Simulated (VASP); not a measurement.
# A vacancy on the Si site in NdCuSi, part 2 of 3

Wanted: what a vacancy on the Si site costs in NdCuSi and how the lattice relaxes round it. The start is a cell from a database of measured crystal structures.

VASP 6.6.1, plane waves and PAW; the level of theory is named at each step.

So far. Step 2 (The host at zero pressure): The run ended after 4 ionic steps, 0.019 eV below its first step, once forces and stress met EDIFFG = -0.02.

**3. The supercell without the defect**

Level of this step: PBEsol, 4f electrons in the core; plane waves and PAW (Nd_3, Cu, Si) (VASP).

System of this step: NdCuSi. It takes space group P6_3/mmc (No. 194, hexagonal). Conventional cell: a = 4.176 Å, b = 4.176 Å, c = 7.770 Å, α = 90.00°, β = 90.00°, γ = 120.00°. Nd has 6 Si at 3.10 Å and 6 Cu at 3.10 Å nearest. Nearest to Cu lie 3 Si at 2.41 Å and 6 Nd at 3.10 Å. Nearest to Si lie 3 Cu at 2.41 Å and 6 Nd at 3.10 Å. Farther neighbours are not listed.

The same cell, mesh and cutoff without the defect give the energy to subtract and, in a gapped host, the band edges to count from, so that most errors cancel.

Input file INCAR:

```
SYSTEM = NdCuSi
PREC = Normal
ENCUT = 300
EDIFF = 1E-05
NELM = 120
ISMEAR = 1
SIGMA = 0.2
LREAL = Auto
ALGO = Fast
GGA = PS
NBANDS = 128
LORBIT = 11
LWAVE = .FALSE.
LCHARG = .FALSE.
KPAR = 4
```

Input file POSCAR:

```
NdCuSi
1.0
   -6.2640838451      3.6165704942      7.7704450037
    6.2640838451     -3.6165704942      7.7704450037
    2.0880279483      3.6165704942     -7.7704450037
Nd Cu Si
8 8 8
Direct
    0.2500000000      0.2500000000      0.0000000000
    0.7500000000      0.7500000000      0.0000000000
    0.7500000000      0.2500000000      0.5000000000
    0.2500000000      0.7500000000      0.5000000000
    0.0000000000      0.0000000000      0.0000000000
    0.5000000000      0.5000000000      0.0000000000
    0.5000000000      0.0000000000      0.5000000000
    0.0000000000      0.5000000000      0.5000000000
    0.5416666666      0.7083333333      0.5000000000
    0.0416666666      0.2083333333      0.5000000000
    0.0416666667      0.7083333333      0.0000000000
    0.5416666666      0.2083333333      0.0000000000
    0.4583333333      0.2916666666      0.5000000000
    0.9583333334      0.7916666666      0.5000000000
    0.9583333333      0.2916666666      0.0000000000
    0.4583333334      0.7916666666      0.0000000000
    0.2916666666      0.4583333333      0.5000000000
    0.7916666667      0.9583333334      0.5000000000
    0.7916666667      0.4583333333      0.0000000000
    0.2916666667      0.9583333334      0.0000000000
    0.7083333334      0.5416666666      0.5000000000
    0.2083333333      0.0416666666      0.5000000000
    0.2083333333      0.5416666666      0.0000000000
    0.7083333333      0.0416666666      0.0000000000
```

Input file KPOINTS:

```
Automatic mesh
0
Gamma
6 6 6
0 0 0
```

PAW data sets: Nd_3, Cu and Si (PBE family, release 64).

Command:

```console
mpirun -np 4 vasp_std
```

What it wrote:

```text
[banner, memory and clock lines left out]
running    4 mpi-ranks, on    1 nodes
 distrk:  each k-point on    1 cores,    4 groups
 distr:  one band on    1 cores,    1 groups

 POSCAR found type information on POSCAR NdCuSi
 POSCAR found :  3 types and      24 ions
 [... a notice as in an earlier step ...]

 LDA part: xc-table for (Slater+PW92), standard interpolation
 POSCAR, INCAR and KPOINTS ok, starting setup
 FFT: planning ... GRIDC
 FFT: planning ... GRID_SOFT
 FFT: planning ... GRID
 WAVECAR not read
 entering main loop
       N       E                     dE             d eps       ncg     rms          rms(c)
DAV:   1     0.184053691061E+04    0.18405E+04   -0.59872E+04 11776   0.119E+03
DAV:   2     0.774666136235E+02   -0.17631E+04   -0.17076E+04 11960   0.387E+02
DAV:   3    -0.138876622630E+03   -0.21634E+03   -0.19925E+03 16008   0.148E+02
DAV:   4    -0.162293808329E+03   -0.23417E+02   -0.22772E+02 20008   0.551E+01
DAV:   5    -0.164217372301E+03   -0.19236E+01   -0.19177E+01 22632   0.146E+01    0.602E+01
RMM:   6    -0.214245289967E+03   -0.50028E+02   -0.11040E+03 14228   0.167E+02    0.550E+01
RMM:   7    -0.142699894939E+03    0.71545E+02   -0.41599E+02 12860   0.964E+01    0.188E+01
RMM:   8    -0.136528229780E+03    0.61717E+01   -0.79262E+01 13835   0.463E+01    0.613E+00
RMM:   9    -0.137240009753E+03   -0.71178E+00   -0.84197E+00 16191   0.136E+01    0.595E+00
RMM:  10    -0.136876048917E+03    0.36396E+00   -0.41040E+00 16658   0.838E+00    0.871E-01
RMM:  11    -0.136981865756E+03   -0.10582E+00   -0.13139E+00 19070   0.228E+00    0.694E-01
RMM:  12    -0.137006923938E+03   -0.25058E-01   -0.37985E-01 19565   0.153E+00    0.267E-01
RMM:  13    -0.137021273723E+03   -0.14350E-01   -0.17176E-01 21688   0.678E-01    0.184E-01
RMM:  14    -0.137029563387E+03   -0.82897E-02   -0.87739E-02 20847   0.575E-01    0.201E-01
RMM:  15    -0.137033958378E+03   -0.43950E-02   -0.48685E-02 22269   0.337E-01    0.159E-01
RMM:  16    -0.137036242824E+03   -0.22844E-02   -0.29873E-02 21248   0.363E-01    0.692E-02
RMM:  17    -0.137037894410E+03   -0.16516E-02   -0.19317E-02 22221   0.206E-01    0.480E-02
RMM:  18    -0.137039121756E+03   -0.12273E-02   -0.12534E-02 21506   0.154E-01    0.843E-02
RMM:  19    -0.137039738158E+03   -0.61640E-03   -0.64978E-03 20627   0.121E-01    0.124E-01
RMM:  20    -0.137040174011E+03   -0.43585E-03   -0.44825E-03 20201   0.914E-02    0.141E-01
RMM:  21    -0.137040401553E+03   -0.22754E-03   -0.24411E-03 19604   0.693E-02    0.151E-01
WARNING in EDDRMM: call to ZHEGV failed, returncode =   6  3     47
RMM:  22    -0.137040556528E+03   -0.15498E-03   -0.15956E-03 19361   0.555E-02    0.164E-01
RMM:  23    -0.137040597400E+03   -0.40872E-04   -0.90626E-04 19341   0.474E-02    0.152E-01
RMM:  24    -0.137040647281E+03   -0.49881E-04   -0.63203E-04 17726   0.345E-02    0.151E-01
RMM:  25    -0.137040649997E+03   -0.27161E-05   -0.37917E-04 18303   0.370E-02    0.133E-01
RMM:  26    -0.137040663381E+03   -0.13384E-04   -0.28076E-04 15819   0.255E-02    0.125E-01
RMM:  27    -0.137040639736E+03    0.23645E-04   -0.23470E-04 19260   0.441E-02    0.840E-02
WARNING in EDDRMM: call to ZHEGV failed, returncode =   8  4     88
RMM:  28    -0.137040632931E+03    0.68046E-05   -0.18606E-04 16655   0.309E-02    0.409E-02
WARNING in EDDRMM: call to ZHEGV failed, returncode =   8  4     98
RMM:  29    -0.137040642357E+03   -0.94257E-05   -0.16598E-04 16276   0.343E-02    0.491E-03
WARNING in EDDRMM: call to ZHEGV failed, returncode =   6  3     97
RMM:  30    -0.137040654566E+03   -0.12209E-04   -0.10355E-04 11825   0.256E-02    0.161E-02
RMM:  31    -0.137040660169E+03   -0.56029E-05   -0.72590E-05 10053   0.165E-02
   1 F= -.13704066E+03 E0= -.13705177E+03  d E =0.333258E-01
```

Elapsed: 15 min, on 4 MPI ranks of Intel Xeon Platinum 8488C (Sapphire Rapids), shared host; peak memory 3.3 GiB.

OUTCAR, selected parts (step 3):

```text
  LATTYP: Found a face centered orthorhombic cell.
 ALAT       =     8.3521117934
 B/A-ratio  =     1.7320508076
 C/A-ratio  =     1.8607138400

 Subroutine GETGRP returns: Found  8 space group operations
 (whereof  4 operations were pure point group operations)

The static configuration has the point symmetry C_2h.
 The point group associated with its full space group is D_2h.

 Found     46 irreducible k-points:

   k-points           NKPTS =     46   k-points in BZ     NKDIM =     46   number of bands    NBANDS=    128

   dimension x,y,z NGX =    48 NGY =   48 NGZ =   40
   dimension x,y,z NGXF=    96 NGYF=   96 NGZF=   80

   ENCUT  =  300.0 eV  22.05 Ry    4.70 a.u.  14.99 14.99 12.46*2*pi/ulx,y,z

   NELECT =     208.0000    total number of electrons

 E-fermi :   5.6043

 k-point     1 :       0.0000    0.0000    0.0000
  band No.  band energies     occupation
    ...
    104       5.6539      0.59390
    105       5.6633      0.52387
    106       5.6633      0.52387
    107       5.6633      0.52370
    108       5.6633      0.52370
    109       6.2162     -0.00013
    110       6.6375     -0.00000
    111       6.6375     -0.00000
    112       7.0949     -0.00000
    113       7.0950     -0.00000
    ...

 k-point     2 :       0.1667   -0.0000    0.0000
  band No.  band energies     occupation
    ...
     99       5.0150      2.00025
    100       5.0169      2.00026
    101       5.0200      2.00029
    102       5.5538      1.41194
    103       5.6101      0.95078
    104       5.6968      0.30223
    105       5.6984      0.29263
    106       5.7082      0.23876
    107       5.7718      0.00174
    108       5.7934     -0.03714
    ...

  Total       -2.5869267     -2.6062888      0.0969250     -0.0167681      0.0000000     -0.0000000
  in kB       -8.8292861     -8.8953697      0.3308090     -0.0572301      0.0000000     -0.0000000
  external PRESSURE =      -5.7979490 kB  Pullay stress =       0.0000000 kB

  energy-cutoff  :      300.00
  volume of cell :      469.43
      direct lattice vectors                 reciprocal lattice vectors
    -6.264083845  3.616570494  7.770445004     0.000000000  0.138252524  0.064346379
     6.264083845 -3.616570494  7.770445004     0.119730198  0.069126262  0.064346379
     2.088027948  3.616570494 -7.770445004     0.119730198  0.207378786  0.000000000

 POSITION                                       TOTAL-FORCE (eV/Angst)
 -----------------------------------------------------------------------------------
      0.00000      0.00000      3.88522         0.000000      0.000000     -0.000000
      0.00000      0.00000     11.65567         0.000000      0.000000     -0.000000
     -2.08803      3.61657      3.88522         0.000000      0.000000     -0.000000
      4.17606     -0.00000      3.88522         0.000000      0.000000     -0.000000
      0.00000      0.00000      0.00000         0.000000      0.000000     -0.000000
      0.00000      0.00000      7.77045         0.000000      0.000000     -0.000000
     -2.08803      3.61657      0.00000         0.000000      0.000000     -0.000000
      4.17606      0.00000      0.00000         0.000000      0.000000     -0.000000
      2.08803      1.20552      5.82783         0.000191     -0.000110      0.000000
      2.08803      1.20552     -1.94261         0.000191     -0.000110      0.000000
      4.17606     -2.41105      5.82783         0.000191     -0.000110      0.000000
     -2.08803      1.20552      5.82783         0.000191     -0.000110     -0.000000
     -0.00000      2.41105      1.94261        -0.000191      0.000110      0.000000
     -0.00000      2.41105      9.71306        -0.000191      0.000110     -0.000000
     -4.17606      2.41105      9.71306        -0.000191      0.000110     -0.000000
      2.08803     -1.20552      9.71306        -0.000191      0.000110      0.000000
      2.08803      1.20552      1.94261        -0.000165      0.000095     -0.000000
      2.08803      1.20552      9.71306        -0.000165      0.000095      0.000000
     -2.08803      1.20552      9.71306        -0.000165      0.000095     -0.000000
      4.17606     -2.41105      9.71306        -0.000165      0.000095      0.000000
     -0.00000      2.41105      5.82783         0.000165     -0.000095      0.000000
     -0.00000      2.41105     -1.94261         0.000165     -0.000095      0.000000
      2.08803     -1.20552      5.82783         0.000165     -0.000095     -0.000000
     -4.17606      2.41105      5.82783         0.000165     -0.000095      0.000000
 -----------------------------------------------------------------------------------
    total drift:                                0.000000     -0.000000      0.000001

  FREE ENERGIE OF THE ION-ELECTRON SYSTEM (eV)
  ---------------------------------------------------
  free  energy   TOTEN  =      -137.0406601686 eV

  energy  without entropy=     -137.0739860129  energy(sigma->0) =     -137.05176878

 total charge
# of ion       s       p       d       tot
------------------------------------------
    1        2.097   5.855   0.896   8.848
    2        2.097   5.855   0.896   8.848
    3        2.097   5.855   0.896   8.848
    4        2.097   5.855   0.896   8.848
    5        2.097   5.855   0.896   8.848
    6        2.097   5.855   0.896   8.848
    7        2.097   5.855   0.896   8.848
    8        2.097   5.855   0.896   8.848
    9        0.508   0.418   9.135  10.061
   10        0.508   0.418   9.135  10.061
   11        0.508   0.418   9.135  10.061
   12        0.508   0.418   9.135  10.061
   13        0.508   0.418   9.135  10.061
   14        0.508   0.418   9.135  10.061
   15        0.508   0.418   9.135  10.061
   16        0.508   0.418   9.135  10.061
   17        0.759   0.921   0.000   1.680
   18        0.759   0.921   0.000   1.680
   19        0.759   0.921   0.000   1.680
   20        0.759   0.921   0.000   1.680
   21        0.759   0.921   0.000   1.680
   22        0.759   0.921   0.000   1.680
   23        0.759   0.921   0.000   1.680
   24        0.759   0.921   0.000   1.680
--------------------------------------------------
tot         26.910  57.558  80.249 164.718

[... 7 further parts left out ...]
```

This step gave:

```yaml
electronic_cycles: 31
electrons: 208
free_energy_toten: -137.0407 eV
energy_at_zero_smearing: -137.0518 eV
fermi_energy: 5.604 eV
```

The host is treated as a metal, as its relaxation found a gap under 0.3 eV or none, and only the neutral defect is run.

**4. Reference Si**

This step: PBEsol; plane waves and PAW (Si) (VASP 6.6.1).

System of this step: Si. The structure is cubic, space group Fd-3m (No. 227). Conventional cell: a = 5.430 Å, b = 5.430 Å, c = 5.430 Å, α = 90.00°, β = 90.00°, γ = 90.00°. Nearest to Si lie 4 Si at 2.35 Å.

The reference for Si is its crystal, relaxed at the cutoff of the large cell.

Input file INCAR:

```
SYSTEM = Si
PREC = Normal
ENCUT = 300
EDIFF = 1E-05
NELM = 120
ISMEAR = 0
SIGMA = 0.1
LREAL = Auto
ALGO = Fast
GGA = PS
NBANDS = 10
LORBIT = 11
LWAVE = .FALSE.
LCHARG = .FALSE.
KPAR = 4
IBRION = 2
NSW = 25
ISIF = 3
EDIFFG = -0.02
POTIM = 0.4
```

Input file POSCAR:

```
Si
1.0
    0.0000000000      2.7150000000      2.7150000000
    2.7150000000      0.0000000000      2.7150000000
    2.7150000000      2.7150000000      0.0000000000
Si
2
Direct
    0.0000000000      0.0000000000      0.0000000000
    0.2500000000      0.2500000000      0.2500000000
```

Input file KPOINTS:

```
Automatic mesh
0
Gamma
9 9 9
0 0 0
```

Potentials, in the order of the species: Si (PBE family, release 64).

Command:

```console
mpirun -np 4 vasp_std
```

What it wrote:

```text
[banner, memory and clock lines left out]
running    4 mpi-ranks, on    1 nodes
 distrk:  each k-point on    1 cores,    4 groups
 distr:  one band on    1 cores,    1 groups

 POSCAR found type information on POSCAR Si
 POSCAR found :  1 types and       2 ions
|                                                                             |
|               ----> ADVICE to this user running VASP <----                  |
|                                                                             |
|     You have a (more or less) 'small supercell' and for smaller cells       |
|     it is recommended to use the reciprocal-space projection scheme!        |
|     The real-space optimization is not efficient for small cells and it     |
|     is also less accurate ...                                               |
|     Therefore, set LREAL=.FALSE. in the INCAR file.                         |
|                                                                             |

 [... a notice as in an earlier step ...]

 LDA part: xc-table for (Slater+PW92), standard interpolation
 POSCAR, INCAR and KPOINTS ok, starting setup
 FFT: planning ... GRIDC
 FFT: planning ... GRID_SOFT
 FFT: planning ... GRID
 WAVECAR not read
 entering main loop
       N       E                     dE             d eps       ncg     rms          rms(c)
DAV:   1     0.534401980758E+00    0.53440E+00   -0.24565E+03   700   0.402E+02
DAV:   2    -0.114087576511E+02   -0.11943E+02   -0.11438E+02  1014   0.685E+01
DAV:   3    -0.117110074454E+02   -0.30225E+00   -0.30149E+00   882   0.951E+00
DAV:   4    -0.117129392584E+02   -0.19318E-02   -0.19316E-02   880   0.913E-01
DAV:   5    -0.117129508697E+02   -0.11611E-04   -0.11611E-04   868   0.619E-02    0.506E+00
RMM:   6    -0.115588398628E+02    0.15411E+00   -0.47898E-02   700   0.111E+00    0.304E+00
RMM:   7    -0.114885838076E+02    0.70256E-01   -0.98512E-02   704   0.169E+00    0.202E-01
RMM:   8    -0.114893187723E+02   -0.73496E-03   -0.56427E-03   700   0.513E-01    0.825E-02
RMM:   9    -0.114894276220E+02   -0.10885E-03   -0.91848E-04   700   0.202E-01    0.844E-02
RMM:  10    -0.114894608995E+02   -0.33277E-04   -0.18375E-04   700   0.970E-02    0.174E-02
RMM:  11    -0.114894630764E+02   -0.21769E-05   -0.42016E-05   627   0.469E-02
   1 F= -.11489463E+02 E0= -.11489462E+02  d E =-.114895E+02
 curvature:   0.00 expect dE= 0.000E+00 dE for cont linesearch  0.000E+00
 trial: gam= 0.00000 g(F)=  0.424E-44 g(S)=  0.540E-04 ort = 0.000E+00 (trialstep = 0.100E+01)
 search vector abs. value=  0.540E-04
 reached required accuracy - stopping structural energy minimisation
```

Elapsed: 1.2 s, on 4 MPI ranks; peak memory 0.4 GiB.

OUTCAR, selected parts (step 4):

```text
  LATTYP: Found a face centered cubic cell.
 ALAT       =     5.4300000000

 Subroutine GETGRP returns: Found 48 space group operations
 (whereof 24 operations were pure point group operations)

The static configuration has the point symmetry T_d .
 The point group associated with its full space group is O_h .

 Found     35 irreducible k-points:

   k-points           NKPTS =     35   k-points in BZ     NKDIM =     35   number of bands    NBANDS=     10

   dimension x,y,z NGX =    16 NGY =   16 NGZ =   16
   dimension x,y,z NGXF=    32 NGYF=   32 NGZF=   32

   ENCUT  =  300.0 eV  22.05 Ry    4.70 a.u.   5.42  5.42  5.42*2*pi/ulx,y,z

   NELECT =       8.0000    total number of electrons

 E-fermi :   6.0239

 k-point     1 :       0.0000    0.0000    0.0000
  band No.  band energies     occupation
      1      -6.1988      2.00000
      2       5.7981      1.99860
      3       5.7981      1.99859
      4       5.7981      1.99859
      5       8.3173      0.00000
      6       8.3173      0.00000
      7       8.3173      0.00000
      8       9.1245      0.00000
      9      13.5132      0.00000
    ...

 k-point     2 :       0.1111    0.0000    0.0000
  band No.  band energies     occupation
      1      -6.0367      2.00000
      2       4.4387      2.00000
      3       5.5554      2.00000
      4       5.5554      2.00000
      5       8.2893      0.00000
      6       8.6694      0.00000
      7       8.6694      0.00000
      8      10.2328      0.00000
      9      13.0676      0.00000
    ...

  Total        0.0305496      0.0305496      0.0305496     -0.0000000      0.0000000     -0.0000000
  in kB        1.2228604      1.2228604      1.2228604     -0.0000000      0.0000000     -0.0000000
  external PRESSURE =       1.2228604 kB  Pullay stress =       0.0000000 kB

  energy-cutoff  :      300.00
  volume of cell :       40.03
      direct lattice vectors                 reciprocal lattice vectors
     0.000000000  2.715000000  2.715000000    -0.184162063  0.184162063  0.184162063
     2.715000000  0.000000000  2.715000000     0.184162063 -0.184162063  0.184162063
     2.715000000  2.715000000  0.000000000     0.184162063  0.184162063 -0.184162063

 POSITION                                       TOTAL-FORCE (eV/Angst)
 -----------------------------------------------------------------------------------
      0.00000      0.00000      0.00000        -0.000000     -0.000000     -0.000000
      1.35750      1.35750      1.35750         0.000000      0.000000      0.000000
 -----------------------------------------------------------------------------------
    total drift:                                0.000000      0.000000      0.000000

  FREE ENERGIE OF THE ION-ELECTRON SYSTEM (eV)
  ---------------------------------------------------
  free  energy   TOTEN  =       -11.4894630764 eV

  energy  without entropy=      -11.4894601698  energy(sigma->0) =      -11.48946162

 total charge
# of ion       s       p       d       tot
------------------------------------------
    1        0.753   0.942   0.000   1.695
    2        0.753   0.942   0.000   1.695
--------------------------------------------------
tot          1.506   1.884   0.000   3.390

[... 1 part as in an earlier step ...]

[... 7 further parts left out ...]
```

CONTCAR:

```
Si
   1.00000000000000
     0.0000000000000000    2.7149999999999999    2.7149999999999999
     2.7149999999999999    0.0000000000000000    2.7149999999999999
     2.7149999999999999    2.7149999999999999    0.0000000000000000
  Si
     2
Direct
     0.0000000000000000    0.0000000000000000    0.0000000000000000
     0.2500000000000000    0.2500000000000000    0.2500000000000000
```

The gap is read on the k-mesh alone, so it is an upper bound where the band edges lie off the mesh. The run keeps the 48 symmetry operations of its start, so it cannot find a distortion of lower symmetry.

Little changed from the start: no atom moved by 0.005 Å and no cell edge by 0.1 %.

This step gave:

- electronic cycles: 11
- electrons: 8
- free energy (TOTEN): -11.49 eV
- Fermi energy: 6.024 eV
- labelled metallic, from the levels on this mesh: no
- gap on the k-mesh: 0.4654 eV
- least direct gap on the k-mesh: 2.519 eV

The start already met the threshold, so nothing moved.

Energy at zero smearing: -11.48946 eV.

(Part 2 of 3 ends here.)

[Lines on the potential files, build, host, timing and source positions are cut from VASP's logs without a mark.]

[Logs are printed without paths, hosts, clocks, repeated set-up lines and the standing remarks that a program may print on its own settings, such as how far it seeks lower states.]

[Hosts, paths, dates, database ids (printed as entryN), source tags and the programs' standing remarks are cut or masked in the printed files.]

[In band tables of VASP the shares of atoms and orbitals are scaled to a sum of 1 inside the atoms' spheres.]

[Runs that stopped without an error message from VASP are left out.]
